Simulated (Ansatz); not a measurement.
# Au: the cost of one run

Method: DFT PBE, scalar-relativistic, plane waves, PAW, in Ansatz 0.2.0.

5 further runs of the same task are left out: 1 that didn't finish, 4 set aside as unsound or not needed.

### 1 The system as given

It takes space group P6_3/mmc (No. 194, hexagonal). The conventional cell has a = 2.917 Å, b = 2.917 Å, c = 4.889 Å, α = 90.00°, β = 90.00°, γ = 120.00°. Au (site symmetry -6m2) is surrounded by 12 Au at 2.92 to 2.97 Å.

As a file:

```
Au
1.0
     1.45823   -2.52591    0.00000
     1.45823    2.52591    0.00000
     0.00000    0.00000    4.88934
Au
2
Direct
  0.66664 0.33336 0.25000
  0.33336 0.66664 0.75000
```

It goes back to an entry of the Materials Project, which need not be the stable form.

It is the result of an earlier relaxation at this level (volume 18.01 Å³/atom; gap on the mesh: none (metal)).

### 2 The cell under 3 GPa

At a set pressure the run lowers the enthalpy E + PV, so the energy alone may rise along the way.

File input.yaml:

```yaml
crystal:
  lattice:
    - [1.4582280121, -2.525913646, 0.0]
    - [1.4582280121, 2.525913646, 0.0]
    - [0.0, 0.0, 4.8893443227]
  atoms:
    - { symbol: Au, position: [0.666636379, 0.333363621, 0.25] }
    - { symbol: Au, position: [0.333363621, 0.666636379, 0.75] }
basis:
  ecutwfc: 420
kpoints:
  mp_grid: { grid: [16, 16, 10] }
hamiltonian:
  xc: pbe
scf:
  occupations: { method: fermi_dirac, width: 0.15 }
output:
  forces: true
  stress: true
  eigenvalues: true
relax:
  adjacent_minimum: "off"
  f_tol: 0.001
  max_steps: 60
  cell: { stress_tol: 0.02, p_target: 3.0 }
```

Launch:

```bash
ansatz run input.yaml --threads 1 --pin off --max-ram 3072MiB --backend cpu --events-out ev --progress --plain --runs-dir out
```

**Question.** How long does this run take on 1 thread of Intel Xeon at 2.50GHz (Skylake/Cascade Lake), shared host, and how much memory does it need?

About 3.3 min, with a peak of 0.58 GiB.
